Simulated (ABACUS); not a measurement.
BN: band structure with LDA

**What was measured.**

From a printed reference work, monograph, for a bulk crystal of BN at 300 K: band gap 6.4 eV (indirect).

Crystal: BN.

```
N B
1.0
     0.00000    1.81300    1.81300
     1.81300    0.00000    1.81300
     1.81300    1.81300    0.00000
N B
1 1
Direct
  0.25000 0.25000 0.25000
  0.00000 0.00000 0.00000
```

The cell is a database's computed one.

```yaml
Program: ABACUS 3.10.1
Task: band structure
Functional: LDA
Potentials_or_basis: PseudoDojo NC SR 0.4.1 LDA stringent
Cutoff: 1361 eV
Density_cutoff: 5442 eV
Basis: DZP LCAO (the cutoffs set its grid)
Occupations: fermi-dirac, width 0.05 eV
Spin: no spin polarisation
Orbital_files: N N_confined-atom_6au_2s2p1d.orb, B B_confined-atom_7au_2s2p1d.orb
Radial_cutoff_of_the_potentials_pseudo_rcut: 10 bohr
Density: read from an earlier self-consistent run
Path: G-X-W-K-G-L-U-W-L-K, U-X
Points_for_each_segment_of_the_path: 10
SCF_threshold_on_the_density: 1e-07
Max_SCF_steps: 100
Eigensolver: genelpa
Mixing: broyden
Mixing_share: 0.7
Symmetry_key: -1
Bands: 14
```

```
Band gap along the path : 4.43 eV, indirect (least direct gap 8.68 eV)
```

Levels at the corners of the path, in eV from the Fermi level:
| point | band 1 | band 2 | band 3 | band 4 | band 5 | band 6 | band 7 | band 8 |
| --- | --- | --- | --- | --- | --- | --- | --- | --- |
| Γ | -21.23 | -1.35 | -1.35 | -1.35 | 7.33 | 7.33 | 7.33 | 9.86 |
| X | -15.71 | -10.16 | -6.26 | -6.26 | 3.07 | 7.85 | 16.25 | 16.25 |
| W | -15.39 | -8.81 | -8.32 | -7.87 | 8.10 | 11.88 | 12.97 | 13.25 |
| K | -15.61 | -9.36 | -9.02 | -5.44 | 5.51 | 11.42 | 14.21 | 15.15 |
| Γ | -21.23 | -1.35 | -1.35 | -1.35 | 7.33 | 7.33 | 7.33 | 9.86 |
| L | -17.06 | -11.97 | -3.30 | -3.30 | 8.91 | 9.23 | 9.23 | 14.10 |
| U | -15.61 | -9.36 | -9.02 | -5.44 | 5.51 | 11.42 | 14.21 | 15.15 |
| W | -15.39 | -8.81 | -8.32 | -7.87 | 8.10 | 11.88 | 12.97 | 13.25 |
| L | -17.06 | -11.97 | -3.30 | -3.30 | 8.91 | 9.23 | 9.23 | 14.10 |
| K | -15.61 | -9.36 | -9.02 | -5.44 | 5.51 | 11.42 | 14.21 | 15.15 |
| U | -15.61 | -9.36 | -9.02 | -5.44 | 5.51 | 11.42 | 14.21 | 15.15 |
| X | -15.71 | -10.16 | -6.26 | -6.26 | 3.07 | 7.85 | 16.25 | 16.25 |

It took 1.3 s on 4 MPI ranks on Intel(R) Xeon(R) Platinum 8259CL CPU @ 2.50GHz (Skylake/Cascade Lake) (shared host), peak memory 0.36 GiB a rank.

A measured gap of BN is 6.4 eV (indirect; 300 K; a printed reference work, monograph); the calculated 4.43 eV misses it by -1.97 eV. The value is that of LDA in an atomic basis (PseudoDojo NC SR 0.4.1 LDA stringent, DZP LCAO (the cutoffs set its grid)), whose error adds to the functional's,, without temperature or zero-point motion. Semilocal functionals fall short of measured gaps as a rule. The cell is a database's relaxed one, not the measured one, which moves gaps too.

Caveat: the atomic orbitals were generated for these runs and aren't a published set; the density is read from an earlier self-consistent run, whose mesh may be coarse; the basis of atomic orbitals isn't converged, which shifts pressures, moduli and gaps.
